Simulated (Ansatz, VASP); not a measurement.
## HfO2: VASP beside Ansatz

```xyz
6
Lattice="3.5945 0.0000 0.0000 0.0000 3.5945 0.0000 0.0000 0.0000 5.2329" Properties=species:S:1:pos:R:3 pbc="T T T"
Hf    1.7973    1.7973    2.6165
Hf    0.0000    0.0000    0.0000
O     0.0000    1.7973    3.6410
O     1.7973    0.0000    4.2084
O     1.7973    0.0000    1.5920
O     0.0000    1.7973    1.0245
```

Alike in both runs: functional PBE; k mesh 6 × 6 × 4; occupations gaussian, width 0.02 eV; no spin polarisation.

Ansatz relaxed the structure, and its values are those at the end. VASP's run is a single point on that final structure, the one shown.

|  | VASP | Ansatz |
| --- | --- | --- |
| version | VASP 6.6.1 | Ansatz 0.2.0 |
| potentials or method | VASP PAW PBE potentials, release 64 (Hf_pv, O) | scalar-relativistic, plane waves, PAW |
| plane-wave cutoff (eV) | 520 | 420 |
| valence electrons in the cell | 44 | 76 |

|  | VASP | Ansatz | Ansatz less VASP |
| --- | --- | --- | --- |
| gap on the k mesh at the Fermi level (eV) | 4.65 | 4.67 | +0.021 |
| least direct gap on the mesh (eV) | 4.72 | 4.74 | +0.013 |
| pressure (GPa) | -1.2 | 2.0 | +3.24 |
| rms of the force components (eV/Å) | 0.022 | 0.000 | -0.0219 |

With one functional, cell and mesh, what is left measures potentials, basis and numerics. The two sets of potentials don't hold the same shells in valence.

Caveats: spin-orbit coupling is left out, which moves the levels of the heavy elements. PBE gaps usually lie below the measured ones, often by a third to a half. A k mesh can miss the band edges.
